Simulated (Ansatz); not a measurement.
KI (wurtzite) (it has left that coordination), relaxed with r2SCAN in Ansatz 0.2.0. It is hexagonal, P6_3/mmc (No. 194); conventional cell a = 6.039 Å, c = 7.039 Å, 55.59 Å³ an atom. K is surrounded by 5 I at 3.49–3.52 Å; I is surrounded by 5 K at 3.49–3.52 Å. The cell started from the wurtzite prototype, but the relaxation took it to the higher symmetry P6_3/mmc (No. 194), so the name no longer describes it.

The axes x, y and z are those of this cell:
```yaml
crystal:
  lattice:
    - [6.03945, 0.00000, 0.00000]
    - [-3.01973, 5.23032, 0.00000]
    - [0.00000, 0.00000, 7.03912]
  atoms:
    - { symbol: K, position: [0.33333, 0.66667, 0.93750] }
    - { symbol: K, position: [0.66667, 0.33333, 0.43750] }
    - { symbol: I, position: [0.33333, 0.66667, 0.43750] }
    - { symbol: I, position: [0.66667, 0.33333, 0.93750] }
```

Unstrained: The PBE gap is direct at Γ: 3.789 eV. r2SCAN gives a direct gap of 4.351 eV at Γ. The HSE06 gap is direct at Γ: 4.736 eV. Meshes: PBE 6×6×4, r2SCAN 6×6×4, HSE06 6×6×4. Strains are changes of length per length. After each strain the atoms were relaxed again with r2SCAN in this cell and within any symmetry left, so distortions that break it or need a larger cell weren't tested; points keep the names that they have in the unstrained zone. Values at 0 K without nuclear motion; spin polarisation is off, and the phase may be a hypothetical one.

Task: For epitaxial +2.5 % in the xy plane, how far does the free direction move, and what happens to the gap?

Result: The normal strain at zero normal stress is -0.52 %, 0.21 of the in-plane strain with the sign turned. PBE: the gap goes from 3.789 to 3.744 eV (-0.045 eV). r2SCAN: the gap goes from 4.351 to 4.316 eV (-0.034 eV). HSE06: the gap goes from 4.736 to 4.690 eV (-0.046 eV).

Task: Apply isotropic -2.0 % on every length. How far does the gap move, against the unstrained cell?

Result: PBE: the gap goes from 3.789 to 3.863 eV (+0.074 eV). r2SCAN: the gap goes from 4.351 to 4.409 eV (+0.059 eV). HSE06: the gap goes from 4.736 to 4.813 eV (+0.077 eV). The r2SCAN energy rises by 6.4 meV an atom.

Task: Apply uniaxial +2.5 % along x, other directions held. How far does the gap move, against the unstrained cell?

Result: PBE: the gap goes from 3.789 to 3.761 eV (-0.028 eV). r2SCAN: the gap goes from 4.351 to 4.329 eV (-0.022 eV). HSE06: the gap goes from 4.736 to 4.707 eV (-0.029 eV). The r2SCAN energy rises by 1.2 meV an atom.

No spin-orbit coupling is included; it can move band edges with weight on the heavy atoms by tenths of an eV.

For some runs the program warns that the potential is rough where the density is thin, which bears on the empty states there.
